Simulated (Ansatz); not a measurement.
# MgO (F-43m) in Ansatz: a series of runs

Aim: see how the results for MgO move with the level of theory and the settings. Levels: BLYP+D3(BJ), r2SCAN+D3(BJ), PBE. Tasks: relaxation of cell and atoms, single point.

Program: Ansatz 0.2.0. These are calculated values, not measurements. Logs are shortened: lines on timing, memory, paths and dates and some standing lists are left out, and cuts for length are marked.

### 1 Starting point

Symmetry: F-43m, No. 216, cubic system. Conventional cell: a = 4.612 Å, b = 4.612 Å, c = 4.612 Å, α = 90.00°, β = 90.00°, γ = 90.00°. Mg (site symmetry -43m) has 4 O at 2.00 Å as nearest neighbours. O (site symmetry -43m) is surrounded by 4 Mg at 2.00 Å.

The cell was built by a generator and needn't be a form met in nature.

### 2 Relaxation of cell and atoms, BLYP+D3(BJ)

input.yaml reads:

```yaml
crystal:
  lattice:
    - [0.0, 2.30616, 2.30616]
    - [2.30616, 0.0, 2.30616]
    - [2.30616, 2.30616, 0.0]
  atoms:
    - { symbol: Mg, position: [0.5, 0.5, 0.5] }
    - { symbol: O, position: [0.75, 0.75, 0.75] }
hamiltonian:
  xc: blyp
  pseudopotentials: { kind: paw }
  dispersion: d3bj
kpoints:
  mp_grid: { grid: [10, 10, 10] }
scf:
  occupations: { method: fermi_dirac, width: 0.05 }
output:
  forces: true
  stress: true
  eigenvalues: true
  write_density: true
  write_potential: true
  elf: true
  volumetric_format: npy
relax:
  f_tol: 0.01
  max_steps: 40
  cell: { stress_tol: 0.05 }
```

Potentials or basis: Ansatz PAW.

Started as:

```
> ansatz run input.yaml --threads 2 --pin off --max-ram 5632MiB --backend cpu --events-out ev --progress --plain --runs-dir out
```

The program printed:

```text
Warning: RAYON_NUM_THREADS=2 ignored (pool sized by the plan → 2); use --threads N
Engine: ansatz 0.2.0, x86_64-unknown-linux-gnu
Pseudopotentials: kind: paw
Pseudopotential: Mg, paw, valence charge 10, recommended cutoff 420 eV (normal), Mg.paw.azcp
Pseudopotential: O, paw, valence charge 6, recommended cutoff 420 eV (normal), O.paw.azcp
Functional definition: BLYP
  parameter beta = 0.0042
  parameter a = 0.04918
  parameter b = 0.132
  parameter c = 0.2533
  parameter d = 0.349
  exchange = b88_x(beta = beta)
  correlation = lyp_c(a = a, b = b, c = c, d = d)
Crystal: 2 atoms, lattice volume = 24.530 Å³
Basis set: ecut = 420 eV, 531 PW (Γ), exchange–correlation on 48×48×48 points (8 copies of the dense FFT grid, shifted against one another)
Bands: 12, of which v1, the nominal top of the filled ones, is band 8 counted from 1 (7 counted from 0)
Symmetry: 24 space group operations
Space group: F-43m (ITA 216), of the structure as read, at distance tolerance 2.9e-5 Å
k-points: 47 of 1000 (time reversal used)
Non-local potential: Mg, projectors of the file, l = 0: 3, l = 1: 2, l = 2: 1
Non-local potential: O, projectors of the file, l = 0: 2, l = 1: 2, l = 2: 1
PAW form: soft (Blöchl's): semilocal exchange-correlation on the pseudo side does not see the compensation charge
PAW frozen core: Mg, regenerated for the run's functional, and the local potential with it (the file was generated under x = pbe(κ = 0.804, μ = 0.2195149727645171), c = pbe(β = 0.06672455060314922))
PAW frozen core: O, regenerated for the run's functional, and the local potential with it (the file was generated under x = pbe(κ = 0.804, μ = 0.2195149727645171), c = pbe(β = 0.06672455060314922))
PAW one-centre angular grid: Mg, 110 points (default); XC on 64 Gauss nodes
PAW one-centre angular grid: O, 110 points (default); XC on 64 Gauss nodes
Initial density: superposition of atomic densities (neutral atoms: chi_scale 0, normalization atom), corrected by the library's trained network
Initial wavefunctions: pseudopotential atomic-orbital guess
Functional: x = b88, c = lyp
SCF iter   1: F=—  HF=-2500.322372 eV  |F-HF|=—  |Δ(HF+E_count)|=         —  Δρ=1.39e-2  dr2=3.26e-2  ethr=1.77e-3  ⟨swp⟩=6.0  Hψ=3477  notcnv=0
preconditioner: auto → none  [insulator: Δε(μ)=3.865 eV  Ē_g=16.713 eV  σ=0.050 eV  W_gap=1.00  n_scr=8 (ndim 8)  ℏωp=21.2 eV  f_vac=0.011  D(μ)=0.00/eV (n_scr^D=0)  ε∞_Penn≈2.6]
SCF iter   2: F=—  HF=-2500.316979 eV  |F-HF|=—  |Δ(HF+E_count)|=   5.39e-3  Δρ=7.81e-3  dr2=1.27e-2  ethr=2.04e-4  ⟨swp⟩=2.0  Hψ=1308  notcnv=0
SCF iter   3: F=—  HF=-2500.313567 eV  |F-HF|=—  |Δ(HF+E_count)|=   3.41e-3  Δρ=1.01e-3  dr2=1.12e-4  ethr=7.96e-5  ⟨swp⟩=2.0  Hψ=864  notcnv=0
SCF iter   4: F=—  HF=-2500.313663 eV  |F-HF|=—  |Δ(HF+E_count)|=   9.53e-5  Δρ=8.20e-5  dr2=1.11e-6  ethr=7.02e-7  ⟨swp⟩=2.0  Hψ=804  notcnv=0
SCF iter   5: F=—  HF=-2500.313584 eV  |F-HF|=—  |Δ(HF+E_count)|=   7.82e-5  Δρ=1.94e-5  dr2=8.01e-8  ethr=6.92e-9  ⟨swp⟩=2.0  Hψ=939  notcnv=0
[... 61 lines left out ...]
preconditioner: auto → none  [insulator: Δε(μ)=4.006 eV  Ē_g=17.019 eV  σ=0.050 eV  W_gap=1.00  n_scr=8 (ndim 8)  ℏωp=21.7 eV  f_vac=0.025  D(μ)=0.00/eV (n_scr^D=0)  ε∞_Penn≈2.6]
SCF iter   2: F=—  HF=-2500.331898 eV  |F-HF|=—  |Δ(HF+E_count)|=   7.16e-5  Δρ=8.63e-6  dr2=3.64e-9  ethr=9.48e-11  ⟨swp⟩=3.1  Hψ=1059  notcnv=0
SCF iter   3: F=—  HF=-2500.331898 eV  |F-HF|=—  |Δ(HF+E_count)|=   3.78e-9  Δρ=9.98e-7  dr2=8.43e-11  ethr=2.28e-11  ⟨swp⟩=2.0  Hψ=711  notcnv=0
SCF iter   4: F=—  HF=-2500.331898 eV  |F-HF|=—  |Δ(HF+E_count)|=  1.06e-10  Δρ=5.69e-7  dr2=3.98e-11  ethr=1.00e-12  ⟨swp⟩=6.4  Hψ=2556  notcnv=0
SCF iter   5: F=-2500.331898 eV  HF=-2500.331898 eV  |F-HF|=6.37e-12  |Δ(HF+E_count)|=  1.82e-12  Δρ=3.05e-7  dr2=9.02e-12  ethr=1.00e-12  ⟨swp⟩=5.6  Hψ=2061  notcnv=0
SCF 7 converged in 5 iterations: F = -2500.331898 eV  dr2 = 9.02e-12
relax step   7: F+E_penalty+E_count = -2500.33189770 eV  Δ(F+E_penalty+E_count) = +1.928e-4 eV  max|allowed force component| = 1.122e-16 eV/Å  Δτ_max = 0.0000 Å  P = -0.008 GPa  Ω = 23.431 Å³  stress off target by 8.07e-3 GPa  SCF on the basis re-selected at this cell (its energy is not comparable with the rows above)  (5 SCF iters)
basis re-selected at this cell: Δ(F+E_penalty+E_count) = +1.928e-4 eV, ΔP = -0.007 GPa vs the last step (what re-selecting the basis moved, of the pressure what is left beyond the Pulay correction that the steps carried, after the strain that the cell walked since its last selection, with what the two solves' SCF thresholds leave and, on support functions, any second-order correction that the steps lacked; it is no measure of the basis error at this ecutwfc). This SCF's stress stands 8.07e-3 GPa from its target on what of the cell is left free (relax.cell.stress_tol is 5.00e-2 GPa) and its largest allowed force component is 1.12e-16 eV/Å (relax.f_tol is 1.00e-2 eV/Å): within both
SCF converged after 5 iterations
Free energy (F): -2500.331898 eV
Harris-Foulkes:  -2500.331898 eV  (|F-HF|=6.37e-12)
Internal energy: -2500.331898 eV  (E = F + TS)
E sigma→0 (E₀):  -2500.331898 eV
Fermi energy:    7.204172 eV
--- Per-component energies (eV) ---
  E_band       = -330.053603
  E_kinetic    = 255.189138
  E_local      = -1857.083985  (includes V_loc(G=0)·N_el)
  E_nonlocal   = 140.310200
  E_hartree    = 663.545561
  E_xc         = -103.638374
  E_vxc        = -132.402164  (∫ρ·V_xc dr)
  E_paw        = -456.769254  (= ΣΔE_a)
  E_vpaw       = -63.160418  (= ΣTr[D̂ρ^β])
  E_aug_tail   = 0.002533  (compensation charges beyond the density's cutoff)
  E_ewald      = -1140.872420
  E_disp       = -1.020293  (pairwise vdW)
  E_core_change = 0.004995  (= ΣΔE_core)
  E_smearing   = -0.000000  (= −TS)
  E_closure    = 0.000000  (closes the sum)
  Σ components = -2500.331898   (vs F -2500.331898, Δ=0.00e0)
--- Forces (eV/Å), atoms counted from 1 ---
  atom   1  Mg     0.00000000    -0.00000000    -0.00000000
  atom   2  O      0.00000000     0.00000000     0.00000000
  max |Σ_I F_I| component: 1.64e-16 eV/Å
--- Stress (GPa, compression-positive) ---
       -0.008075       0.000000      -0.000000
       -0.000000      -0.008075       0.000000
       -0.000000       0.000000      -0.008075
  P = ⅓ Tr σ = -0.0081 GPa (-0.081 kbar)
--- Band table (eV; the first three rows and the last of 47) ---
  k-point 0: bands = ["-66.5056", "-33.4354", "-33.4354", "-33.4354", "-10.7508", "5.0986", "5.0986", "5.0986", "9.1051", "22.0888", "22.0888", "22.0888"]
  k-point 1: bands = ["-66.5053", "-33.4396", "-33.4360", "-33.4360", "-10.6877", "4.6467", "5.0807", "5.0807", "9.6410", "21.2284", "22.0798", "22.0798"]
  k-point 2: bands = ["-66.5045", "-33.4506", "-33.4375", "-33.4375", "-10.5182", "3.7509", "5.0345", "5.0345", "10.7848", "19.4969", "21.5355", "21.5355"]
  k-point 46: bands = ["-66.5012", "-33.4718", "-33.4580", "-33.4508", "-9.8253", "3.1381", "3.6951", "4.1091", "13.0027", "16.9967", "19.1770", "19.4977"]
--- Relaxed structure (5 steps of the walk, 5 accepted, 2 SCFs on fresh bases) ---
  F+E_penalty+E_count = -2500.33189770 eV   max|allowed force component| = 1.122e-16 eV/Å   (the final SCF, on the basis selected at the relaxed cell)
  cell:  # Å, volume = 23.4305 Å³
    - [4.68163425710134e-33, 2.27117508587342, 2.27117508587342]
    - [2.27117508587342, 5.287922214874906e-34, 2.27117508587342]
    - [2.27117508587342, 2.27117508587342, 2.0128179455143834e-33]
  atoms:
    - { symbol: Mg, position: [0.5, 0.5, 0.5] }
    - { symbol: O, position: [0.7500000000000001, 0.7500000000000001, 0.7500000000000001] }
```

Wall time 6.2 s (2 threads of Intel Xeon at 2.70GHz, shared host); peak memory 0.33 GiB.

Results:

```yaml
Free_energy: -2500.3319 eV
Relaxed_volume: 11.72 Å³/atom
Relaxed_cell: a = 3.212 Å, b = 3.212 Å, c = 3.212 Å, α = 60.00°, β = 60.00°, γ = 60.00°
Space_group_after_relaxing_to_0.05_Å: F-43m (No. 216)
Energy_gained_by_relaxing: 9.2 meV/atom
Ionic_steps: 7
Pressure_after_relaxing: 0.0 GPa
Band_gap_on_the_k_mesh: 4.01 eV, direct
```

Step by step:
| step | energy change (eV) | largest force (eV/Å) | volume (Å³) |
| --- | --- | --- | --- |
| 1 | 0.0000 | 0.0000 | 24.53 |
| 2 | -0.0144 | 0.0000 | 24.04 |
| 3 | -0.0220 | 0.0000 | 23.44 |
| 4 | -0.0219 | 0.0000 | 23.47 |
| 5 | -0.0183 | 0.0000 | 23.47 |
| 6 | -0.0185 | 0.0000 | 23.43 |
| 7 | -0.0183 | 0.0000 | 23.43 |

Final structure:
```xyz
2
Lattice="0.0000 2.2712 2.2712 2.2712 0.0000 2.2712 2.2712 2.2712 0.0000" Properties=species:S:1:pos:R:3 pbc="T T T"
Mg    2.2712    2.2712    2.2712
O     3.4068    3.4068    3.4068
```

Caveat: the plane-wave basis is chosen anew once the cell has moved, so the energies of steps on either side of that aren't comparable; the pressure holds a Pulay correction of +0.7 GPa for the finite cutoff; the PAW data sets come from PBE, with cores solved anew for the run's functional, which leaves a small shift of forces and pressure. Expect the measured gap to be larger: semilocal functionals such as BLYP lack the derivative discontinuity.

### 3 Relaxation of cell and atoms, r2SCAN+D3(BJ)

Changes to input.yaml since step 2:

```diff
@@ -9,3 +9,3 @@
 hamiltonian:
-  xc: blyp
+  xc: r2scan
   pseudopotentials: { kind: paw }
@@ -20,6 +20,2 @@
   eigenvalues: true
-  write_density: true
-  write_potential: true
-  elf: true
-  volumetric_format: npy
 relax:
```

Potentials or basis: Ansatz PAW.

Started as:

```
> ansatz run input.yaml --threads 2 --pin off --max-ram 5632MiB --backend cpu --events-out ev --progress --plain --runs-dir out
```

Run time: 7.7 s. Hardware: 2 threads of Intel Xeon at 2.70GHz, shared host; peak memory 0.39 GiB.

The run converged. Its results:

| Quantity | Value |
| --- | --- |
| Free energy | -2498.2523 eV |
| Relaxed volume | 11.74 Å³/atom |
| Relaxed cell | a = 3.214 Å, b = 3.214 Å, c = 3.214 Å, α = 60.00°, β = 60.00°, γ = 60.00° |
| Space group after relaxing (to 0.05 Å) | F-43m (No. 216) |
| Energy gained by relaxing | 8.6 meV/atom |
| Ionic steps | 5 |
| Pressure after relaxing | 0.0 GPa |
| Band gap on the k mesh | 4.41 eV, direct |

The path:
```csv
step,energy change (eV),largest force (eV/Å),volume (Å³)
1,0.0000,0.0000,24.53
2,-0.0123,0.0000,24.05
3,-0.0177,0.0000,23.45
4,-0.0177,0.0000,23.48
5,-0.0172,0.0000,23.48
```

Final structure:
```xyz
2
Lattice="0.0000 2.2729 2.2729 2.2729 0.0000 2.2729 2.2729 2.2729 0.0000" Properties=species:S:1:pos:R:3 pbc="T T T"
Mg    2.2729    2.2729    2.2729
O     3.4094    3.4094    3.4094
```

Levels at points of the mesh, in eV from the valence-band top:
| k point | band 5 | band 6 | band 7 | band 8 | band 9 | band 10 | band 11 | band 12 |
| --- | --- | --- | --- | --- | --- | --- | --- | --- |
| (0.00, 0.00, 0.00) | -16.87 | 0.00 | 0.00 | 0.00 | 4.41 | 18.11 | 18.11 | 18.11 |
| (0.00, 0.00, -0.50) | -16.18 | -3.03 | -0.18 | -0.18 | 9.73 | 10.64 | 15.66 | 15.66 |
| (0.00, -0.50, -0.50) | -15.98 | -2.52 | -0.74 | -0.74 | 7.00 | 12.56 | 15.54 | 17.97 |

Caveat: the plane-wave basis is chosen anew once the cell has moved, so the energies of steps on either side of that aren't comparable; the PAW data sets come from PBE, with cores solved anew for the run's functional, which leaves a small shift of forces and pressure; the dispersion damping was fitted for another functional or another form of the correction. r2SCAN opens gaps a little over a GGA but as a rule still falls short of measured ones.

### 4 Single point, PBE

Changes to input.yaml since step 3:

```diff
@@ -9,5 +9,4 @@
 hamiltonian:
-  xc: r2scan
+  xc: pbe
   pseudopotentials: { kind: paw }
-  dispersion: d3bj
 kpoints:
@@ -16,2 +15,4 @@
   occupations: { method: fermi_dirac, width: 0.05 }
+basis:
+  ecutwfc: "300 eV"
 output:
@@ -20,5 +21,5 @@
   eigenvalues: true
-relax:
-  f_tol: 0.01
-  max_steps: 40
-  cell: { stress_tol: 0.05 }
+  write_density: true
+  write_potential: true
+  elf: true
+  volumetric_format: npy
```

Started as:

```
> ansatz run input.yaml --threads 2 --pin off --max-ram 5632MiB --backend cpu --events-out ev --progress --plain --runs-dir out
```

Wall time 0.82 s (2 threads of Intel Xeon at 2.70GHz, shared host); peak memory 0.29 GiB.

The run converged. Its results:

| Property | Result |
| --- | --- |
| Free energy | -2493.4717 eV |
| Pressure | 0.0 GPa |
| Band gap on the k mesh | 3.44 eV, direct |

Levels at points of the mesh, in eV from the valence-band top:
```csv
k point,band 5,band 6,band 7,band 8,band 9,band 10,band 11,band 12
"(0.00, 0.00, 0.00)",-15.90,0.00,0.00,0.00,3.44,16.50,16.50,16.50
"(0.00, 0.00, -0.50)",-15.27,-2.93,-0.17,-0.17,8.56,9.49,14.41,14.41
"(0.00, -0.50, -0.50)",-15.08,-2.46,-0.76,-0.76,6.19,11.40,13.68,16.30
```

Caveat: the pressure holds a Pulay correction of +18.7 GPa for the finite cutoff; the cutoff lies under the one recommended for these potentials.

### 5 Single point, PBE

Changes to input.yaml since step 4:

```diff
@@ -16,3 +16,3 @@
 basis:
-  ecutwfc: "300 eV"
+  ecutwfc: "800 eV"
 output:
@@ -21,5 +21 @@
   eigenvalues: true
-  write_density: true
-  write_potential: true
-  elf: true
-  volumetric_format: npy
```

Potentials or basis: Ansatz PAW.

Started as:

```
> ansatz run input.yaml --threads 2 --pin off --max-ram 5632MiB --backend cpu --events-out ev --progress --plain --runs-dir out
```

The program printed:

```text
Warning: RAYON_NUM_THREADS=2 ignored (pool sized by the plan → 2); use --threads N
[... 4 set-up lines as earlier in the session ...]
Functional definition: PBE
  parameter kappa = 0.804
  parameter beta = 0.06672455060314922
  exchange = pbe_x(kappa = kappa, mu = beta*pi^2/3)
  correlation = pbe_c(beta = beta)
Crystal: 2 atoms, lattice volume = 24.530 Å³
Basis set: ecut = 800 eV, 1243 PW (Γ), exchange–correlation on 64×64×64 points (8 copies of the dense FFT grid, shifted against one another)
Bands: 12, of which v1, the nominal top of the filled ones, is band 8 counted from 1 (7 counted from 0)
[... 2 set-up lines as earlier in the session ...]
k-points: 47 of 1000 (time reversal used)
[... 7 set-up lines as earlier in the session ...]
Functional: x = pbe(κ = 0.804, μ = 0.2195149727645171), c = pbe(β = 0.06672455060314922)
SCF iter   1: F=—  HF=-2493.943689 eV  |F-HF|=—  |Δ(HF+E_count)|=         —  Δρ=1.25e-3  dr2=3.47e-4  ethr=1.77e-3  ⟨swp⟩=6.0  Hψ=3501  notcnv=0
preconditioner: auto → none  [insulator: Δε(μ)=3.468 eV  Ē_g=16.498 eV  σ=0.050 eV  W_gap=1.00  n_scr=8 (ndim 8)  ℏωp=21.2 eV  f_vac=0.010  D(μ)=0.00/eV (n_scr^D=0)  ε∞_Penn≈2.7]
SCF iter   2: F=—  HF=-2493.943611 eV  |F-HF|=—  |Δ(HF+E_count)|=   7.74e-5  Δρ=8.19e-4  dr2=7.71e-5  ethr=2.17e-6  ⟨swp⟩=2.4  Hψ=1221  notcnv=0
SCF iter   3: F=—  HF=-2493.943571 eV  |F-HF|=—  |Δ(HF+E_count)|=   4.08e-5  Δρ=3.07e-4  dr2=1.43e-5  ethr=4.82e-7  ⟨swp⟩=2.0  Hψ=730  notcnv=0
SCF iter   4: F=—  HF=-2493.943558 eV  |F-HF|=—  |Δ(HF+E_count)|=   1.22e-5  Δρ=7.35e-5  dr2=6.58e-7  ethr=8.94e-8  ⟨swp⟩=2.9  Hψ=870  notcnv=0
iter 5 did not close the SCF: its close was put off for the readings that it lacked (scf_convergence_deferred on its scf_iter line)
SCF iter   5: F=-2493.943558 eV  HF=-2493.943558 eV  |F-HF|=6.31e-8  |Δ(HF+E_count)|=   1.05e-7  Δρ=1.57e-5  dr2=3.59e-8  ethr=4.11e-9  ⟨swp⟩=2.5  Hψ=898  notcnv=0
SCF iter   6: F=-2493.943558 eV  HF=-2493.943558 eV  |F-HF|=1.43e-9  |Δ(HF+E_count)|=   8.37e-8  Δρ=3.52e-6  dr2=1.62e-9  ethr=2.24e-10  ⟨swp⟩=2.6  Hψ=1998  notcnv=0
SCF 1 converged in 6 iterations: F = -2493.943558 eV  dr2 = 1.62e-9
SCF converged after 6 iterations
Free energy (F): -2493.943558 eV
Harris-Foulkes:  -2493.943558 eV  (|F-HF|=1.43e-9)
Internal energy: -2493.943558 eV  (E = F + TS)
E sigma→0 (E₀):  -2493.943558 eV
Fermi energy:    6.244625 eV
--- Per-component energies (eV) ---
  E_band       = -340.563721
  E_kinetic    = 253.362161
  E_local      = -1884.106726  (includes V_loc(G=0)·N_el)
  E_nonlocal   = 143.140199
  E_hartree    = 671.454872
  E_xc         = -104.274696
  E_vxc        = -133.503163  (∫ρ·V_xc dr)
  E_paw        = -449.954381  (= ΣΔE_a)
  E_vpaw       = -62.367435  (= ΣTr[D̂ρ^β])
  E_aug_tail   = 0.000167  (compensation charges beyond the density's cutoff)
  E_ewald      = -1123.565155
  E_smearing   = -0.000000  (= −TS)
  E_closure    = -0.000000  (closes the sum)
  Σ components = -2493.943558   (vs F -2493.943558, Δ=0.00e0)
--- Forces (eV/Å), atoms counted from 1 ---
  atom   1  Mg     0.00000000    -0.00000000     0.00000000
  atom   2  O     -0.00000000     0.00000000     0.00000000
  max |Σ_I F_I| component: 2.91e-16 eV/Å
--- Stress (GPa, compression-positive) ---
       -0.005889      -0.000000      -0.000000
        0.000000      -0.005889       0.000000
       -0.000000       0.000000      -0.005889
  P = ⅓ Tr σ = -0.0059 GPa (-0.059 kbar)
--- Band table (eV; the first three rows and the last of 47) ---
  k-point 0: bands = ["-67.2724", "-34.0170", "-34.0170", "-34.0170", "-11.4039", "4.4011", "4.4011", "4.4011", "7.8834", "20.9022", "20.9022", "20.9022"]
  k-point 1: bands = ["-67.2722", "-34.0206", "-34.0175", "-34.0175", "-11.3462", "3.9364", "4.3833", "4.3833", "8.4345", "20.0121", "20.8916", "20.8916"]
  k-point 2: bands = ["-67.2715", "-34.0298", "-34.0188", "-34.0188", "-11.1916", "3.0482", "4.3373", "4.3373", "9.5787", "18.2525", "20.3830", "20.3830"]
  k-point 46: bands = ["-67.2690", "-34.0475", "-34.0360", "-34.0299", "-10.5635", "2.4928", "3.0300", "3.4178", "11.8493", "15.8013", "17.8948", "18.2511"]
```

Wall time 1.9 s (2 threads of Intel Xeon at 2.70GHz, shared host); peak memory 0.36 GiB.

What came out:

```
Free energy            : -2493.9436 eV
Pressure               : 0.0 GPa
Band gap on the k mesh : 3.48 eV, direct
```

PBE gaps usually lie below the measured ones, often by a third to a half.

[end of part 1 of 2]
